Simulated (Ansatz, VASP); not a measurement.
# In: VASP beside Ansatz

The input INCAR:

```
SYSTEM = In
PREC = Accurate
ENCUT = 520
EDIFF = 1E-8
ISMEAR = -1
SIGMA = 0.05
LREAL = .False.
LASPH = .True.
NELM = 100
ALGO = Normal
ISIF = 2
LWAVE = .False.
LCHARG = .False.
GGA = PE
LEFG = .True.
NBANDS = 20
```

The input KPOINTS:

```
Automatic mesh
0
Gamma
  9 9 9
  0 0 0
```

POSCAR

```
In
1.0
    0.0000000000      3.3647733987      3.3647733987
    3.3647733987      0.0000000000      3.3647733987
    3.3647733987      3.3647733987      0.0000000000
In
2
Direct
    0.0000000000      0.0000000000      0.0000000000
    0.2500000000      0.2500000000      0.2500000000
```

Input for Ansatz:

```yaml
crystal:
  lattice:
    - [0.0, 3.3647733987, 3.3647733987]
    - [3.3647733987, 0.0, 3.3647733987]
    - [3.3647733987, 3.3647733987, 0.0]
  atoms:
    - { symbol: In, position: [0.0, 0.0, 0.0] }
    - { symbol: In, position: [0.25, 0.25, 0.25] }
kpoints:
  mp_grid: { grid: [9, 9, 9] }
  band_path:
    path:
      - [0.0, 0.0, 0.0]
      - [0.5, 0.0, 0.5]
      - [0.625, 0.25, 0.625]
      - [0.375, 0.375, 0.75]
      - [0.0, 0.0, 0.0]
      - [0.5, 0.5, 0.5]
      - [0.5, 0.25, 0.75]
      - [0.5, 0.0, 0.5]
    npoints: 14
scf:
  occupations: { method: fermi_dirac, width: 0.05 }
hamiltonian:
  xc: pbe
  pseudopotentials: { kind: paw }
output:
  forces: true
  stress: true
  eigenvalues: true
  efg: { contact_densities: true }
  populations: true
  bader: true
  dos: { projected: true, de: 0.2, e_range: [-14, 8] }
  write_density: true
  write_potential: true
  elf: true
  volumetric_format: npy
```

Alike in both runs: task electric field gradients; functional PBE; k mesh 9 × 9 × 9; occupations fermi-dirac, width 0.05 eV; no spin polarisation.

|  | VASP | Ansatz |
| --- | --- | --- |
| version | VASP 6.6.1 | Ansatz 0.2.0 |
| potentials or method | VASP PAW PBE potentials, release 64 (In_d) | PAW with Ansatz's default frozen-core files, scalar-relativistic |
| plane-wave cutoff (eV) | 520 | 420 |
| valence electrons in the cell | 26 | 26 |

```tsv
	VASP	Ansatz	Ansatz less VASP
pressure (GPa)	0.0	0.0	+0.03
Vzz of the field gradient on the site that differs most (V/Å²)	0.0	0.0	0.00
```

Ansatz warned: «gradients_without_spin_orbit».
